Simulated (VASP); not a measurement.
**BaZrO3: relaxation of cell and atoms with r2SCAN**

Crystal: BaZrO3.

```
Ba Zr O
1.0
     4.21256    0.00000    0.00000
     0.00000    4.21256    0.00000
     0.00000    0.00000    4.21256
Ba Zr O
1 1 3
Cartesian
  0.0000 0.0000 0.0000
  2.1063 2.1063 2.1063
  0.0000 2.1063 2.1063
  2.1063 0.0000 2.1063
  2.1063 2.1063 0.0000
```

```
Program                : VASP 6.6.1
Task                   : relaxation of cell and atoms
Functional             : r2SCAN
Potentials or basis    : VASP PAW PBE potentials, release 64 (Ba_sv, Zr_sv, O)
Cutoff                 : 600 eV
k mesh                 : 6 × 6 × 6
Occupations            : gaussian, width 0.03 eV
Spin                   : no spin polarisation
Further INCAR settings : ALGO = Normal; EDIFF = 1e-07; IBRION = 2; EDIFFG = -0.005; NSW = 90; ISIF = 3
```

```
Relaxed volume                         : 14.95 Å³/atom
Relaxed cell                           : a = 4.213 Å, b = 4.213 Å, c = 4.213 Å, α = 90.00°, β = 90.00°, γ = 90.00°
Space group after relaxing (to 0.05 Å) : Pm-3m (No. 221)
Energy gained by relaxing              : 0.0 meV/atom
Ionic steps                            : 5
Pressure after relaxing                : 0.0 GPa
Band gap on the k mesh                 : 3.67 eV, indirect (least direct gap 3.93 eV)
```

Final structure:
```cif
data_structure
_symmetry_space_group_name_H-M 'P 1'
_symmetry_Int_Tables_number 1
_cell_length_a 4.2128
_cell_length_b 4.2128
_cell_length_c 4.2128
_cell_angle_alpha 90.000
_cell_angle_beta 90.000
_cell_angle_gamma 90.000
_cell_volume 74.77
loop_
_atom_site_label
_atom_site_type_symbol
_atom_site_fract_x
_atom_site_fract_y
_atom_site_fract_z
_atom_site_occupancy
Ba1 Ba 0.00000 0.00000 0.00000 1
Zr1 Zr 0.50000 0.50000 0.50000 1
O1 O 0.00000 0.50000 0.50000 1
O2 O 0.50000 0.00000 0.50000 1
O3 O 0.50000 0.50000 0.00000 1
```

Levels at points of the mesh, in eV from the valence-band top:
```
           k point  band 18  band 19  band 20  band 21  band 22  band 23
(0.00, 0.00, 0.00)    -0.26    -0.26    -0.26     3.67     3.67     3.67
(0.50, 0.00, 0.00)    -1.65    -0.50    -0.50     4.09     6.12     6.12
(0.50, 0.50, 0.00)    -0.94    -0.86    -0.07     6.09     6.09     6.90
(0.50, 0.50, 0.50)     0.00     0.00     0.00     6.56     6.56     6.56
```

It took 6.1 min on 1 thread of Intel(R) Xeon(R) Platinum 8559C (Emerald Rapids), on a shared host, peak memory 0.25 GiB.

Caveat: the PAW data sets were made with another functional, which shifts forces and pressure a little; spin-orbit coupling is left out, which moves the levels of the heavy elements. A k mesh can miss the band edges.
